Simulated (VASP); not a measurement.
A run of VASP 6.6.1 is set up as follows.

INCAR

```
PREC = Accurate ; ENCUT = 600
EDIFF = 1E-7 ; ISMEAR = -1
SIGMA = 0.05 ; LREAL = False
LASPH = True ; NELM = 100
ALGO = Normal ; ISIF = 3
LWAVE = False ; LCHARG = False
GGA = B5 ; ALDAX = 1.0
AGGAX = 1.0 ; AGGAC = 1.0
ALDAC = 0.0 ; IBRION = 2
NSW = 60 ; EDIFFG = -0.01
```

The input KPOINTS:

```
Automatic mesh
0
Gamma
  11 11 6
```

File POSCAR:

```
Os
1.0
    2.7341000000      0.0000000000      0.0000000000
   -1.3670500000      2.3678000565      0.0000000000
    0.0000000000      0.0000000000      4.3197000000
Os
2
Direct
    0.6666666667      0.3333333333      0.7500000000
    0.3333333333      0.6666666667      0.2500000000
```

Potentials or basis: VASP PAW PBE potentials, release 64 (Os).

Launch:

```bash
$ cat potpaw_PBE.64/Os/POTCAR > POTCAR
$ mpirun -np 1 vasp_std > vasp.out
```

Task: What does it give for the relaxed volume?

Result: 15.02 Å³/atom.

Task: Estimate the space group after relaxing (to 0.05 Å).

Result: P6_3/mmc (No. 194).

Task: What does it give for the band gap on the k mesh?

Result: None (metal or under the smearing width).

Task: Predict the relaxed cell.

Result: a = 2.803 Å, b = 2.803 Å, c = 4.416 Å, α = 90.00°, β = 90.00°, γ = 120.00°.

The path:
| step | energy change (eV) | largest force (eV/Å) | pressure (GPa) | volume (Å³) |
| --- | --- | --- | --- | --- |
| 1 | 0.0000 | 0.0000 | 29.71 | 27.96 |
| 2 | 1.7648 | 0.0000 | -47.27 | 39.83 |
| 3 | -0.1756 | 0.0000 | -3.37 | 30.34 |
| 4 | -0.1788 | 0.0000 | -0.38 | 30.07 |
| 5 | -0.1788 | 0.0000 | 0.12 | 30.03 |
| 6 | -0.1790 | 0.0000 | 0.12 | 30.04 |
| 7 | -0.1791 | 0.0000 | 0.11 | 30.03 |
| 8 | -0.1791 | 0.0000 | -0.29 | 30.07 |
| 9 | -0.1791 | 0.0000 | 0.01 | 30.04 |

Caveat: the PAW data sets were made with another functional, which shifts forces and pressure a little. Spin-orbit coupling is left out, which matters for the levels of Os.
